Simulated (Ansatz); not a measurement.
# MgS: band structure with r2SCANh

The system is MgS.

```
CELL_PARAMETERS angstrom
0.00000 2.83312 2.83312
2.83312 0.00000 2.83312
2.83312 2.83312 0.00000
ATOMIC_POSITIONS crystal
S 0.25000 0.25000 0.25000
Mg 0.00000 0.00000 0.00000
```

The cell comes from a database or a generator and needn't be the stable form of this composition.

* Program: Ansatz 0.2.0
* Task: band structure
* Functional: r2SCANh
* Potentials or basis: JTH PAW
* Cutoff: 900 eV (not typed: the program's choice for these potentials)
* k mesh: 5 × 5 × 5
* Occupations: fixed
* Spin: no spin polarisation
* Path: [["G", "X", "W", "K", "G", "L", "U", "W", "L", "K"], ["U", "X"]]
* Points for each segment of the path: 4

| Quantity | Value |
| --- | --- |
| Pressure | -0.2 GPa |
| Band gap on the k mesh | 4.70 eV, direct |
| Band gap along the path | 4.70 eV, direct |

Levels at the corners of the path, in eV from the valence-band top:
| point | band 5 | band 6 | band 7 | band 8 | band 9 | band 10 | band 11 | band 12 |
| --- | --- | --- | --- | --- | --- | --- | --- | --- |
| Γ | -12.14 | 0.00 | 0.00 | 0.00 | 4.70 | 9.29 | 9.29 | 9.29 |
| X | -11.18 | -2.92 | -1.08 | -1.08 | 4.91 | 6.91 | 12.87 | 14.01 |
| W | -11.17 | -2.35 | -1.93 | -1.37 | 6.61 | 9.44 | 9.45 | 9.91 |
| K | -11.19 | -2.56 | -1.96 | -0.85 | 5.92 | 8.28 | 11.09 | 11.56 |
| Γ | -12.14 | 0.00 | 0.00 | 0.00 | 4.70 | 9.29 | 9.29 | 9.29 |
| L | -11.41 | -3.26 | -0.34 | -0.34 | 6.42 | 8.89 | 8.89 | 9.93 |
| U | -11.19 | -2.56 | -1.96 | -0.85 | 5.92 | 8.28 | 11.09 | 11.56 |
| W | -11.17 | -2.35 | -1.93 | -1.37 | 6.61 | 9.44 | 9.45 | 9.91 |
| L | -11.41 | -3.26 | -0.34 | -0.34 | 6.42 | 8.89 | 8.89 | 9.93 |
| K | -11.19 | -2.56 | -1.96 | -0.85 | 5.92 | 8.28 | 11.09 | 11.56 |
| U | -11.19 | -2.56 | -1.96 | -0.85 | 5.92 | 8.28 | 11.09 | 11.56 |
| X | -11.18 | -2.92 | -1.08 | -1.08 | 4.91 | 6.91 | 12.87 | 14.01 |

It took 6.1 min on 1 thread of Arm Neoverse V2, on a shared host, peak memory 1.5 GiB.

Caveat: the thresholds are loose for stress.
